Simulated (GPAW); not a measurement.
Runs of GPAW 26.7.0 on MnS. The structure is cubic, space group F-43m (No. 216). The conventional cell has a = 4.947 Å, b = 4.947 Å, c = 4.947 Å, α = 90.00°, β = 90.00°, γ = 90.00°. Around Mn (site symmetry -43m) lie 4 S at 2.14 Å. S (site symmetry -43m) has 4 Mn at 2.14 Å as nearest neighbours. The cell is a database's computed one.

| task | level | potentials or basis | spin | U | cell | k mesh | cutoff (eV) | smearing | maxiter | band path | band points | optimizer | fmax | mesh quality | gap on the mesh (eV) | pressure (GPa) | moment (μB) |
| --- | --- | --- | --- | --- | --- | --- | --- | --- | --- | --- | --- | --- | --- | --- | --- | --- | --- |
| band structure | LDA | PAW data sets generated in the run's folder for this functional, pw | collinear, ferromagnetic start | - | as given | 8 × 8 × 8 | 600 | fermi-dirac 0.05 eV | 150 | GXWKGLUWLK,UX | 100 | - | - | not flagged | - | -7.3 | 0.23 |
| single point | PBEsol+D4+U | PAW data sets generated in the run's folder for this functional, pw | collinear, ferromagnetic start | Mn d U = 4.5 eV | as given | 9 × 9 × 9 | 600 | fermi-dirac 0.1 eV | 150 | - | - | - | - | not flagged | none | 50.8 | 4.55 |
| relaxation of cell and atoms | PBEsol+D4 | PAW data sets generated in the run's folder for this functional, pw | collinear, ferromagnetic start | - | relaxed | 9 × 9 × 9 | 600 | fermi-dirac 0.05 eV | 150 | - | - | FIRE | 0.02 eV/Å | not flagged | none | 0.2 | (b) |
| band structure | PBEsol+U | PAW data sets generated in the run's folder for this functional, pw | collinear, ferromagnetic start | Mn d U = 4 eV | as given | 9 × 9 × 9 | 600 | fermi-dirac 0.05 eV | 150 | GXWKGLUWLK,UX | 100 | - | - | not flagged | - | 49.9 | 4.43 |
| single point | HSE06 | GPAW PAW data sets (gpaw-data 1.2.1), pw | collinear, ferromagnetic start | - | as given | 3 × 3 × 3 | 500 | fermi-dirac 0.05 eV | 60 | - | - | - | - | coarse | none | - | 3.67 |
| electron localisation function | r2SCAN+D3(BJ)+U | GPAW PAW data sets (gpaw-data 1.2.1), pw | collinear, zero start | Mn d U = 4 eV | as given | 9 × 9 × 9 | 600 | improved-tetrahedron-method | 150 | - | - | - | - | not flagged | none | (a) | 0.00 |
| band structure | LDA | the program's PAW data sets (release 1.2.1) made for this functional, pw | collinear, ferromagnetic start | - | as given | 9 × 9 × 9 | 600 | fermi-dirac 0.05 eV | 150 | GXWKGLUWLK,UX | 100 | - | - | not flagged | - | (c) | 0.12 |
| band structure | r2SCAN | GPAW PAW data sets (gpaw-data 1.2.1), pw | collinear, ferromagnetic start | - | as given | 9 × 9 × 9 | 600 | fermi-dirac 0.05 eV | 150 | GXWKGLUWLK,UX | 60 | - | - | not flagged | - | 32.5 | 3.58 |

Question: Fill in the values left out.

Answer: (a) 13.6; (b) 0.17; (c) -7.2.

Caveats: some runs use coarse meshes; semilocal functionals often make such compounds metallic where correlation or magnetic order opens a gap, which also shifts bond lengths (some runs); a cell with one magnetic atom can't hold antiferromagnetic order, which such compounds often take (some runs); the moment fell far below its start of 4 μB, so a state of higher moment may lie lower in energy (some runs); a pressure of tens of GPa on the cell as given is suspect, and the run, the potentials or the cell itself is likely at fault (some runs); pairwise dispersion overbinds metals, which lowers pressure and volume (some runs); the PAW data sets were made with another functional, which shifts forces and pressure a little (some runs); each step starts from the last one's moments, so a moment once lost doesn't come back (some runs).

A k mesh can miss the band edges.

A gap of «none» marks a metal or a gap under the smearing width.

Not every run made on this cell is shown here.
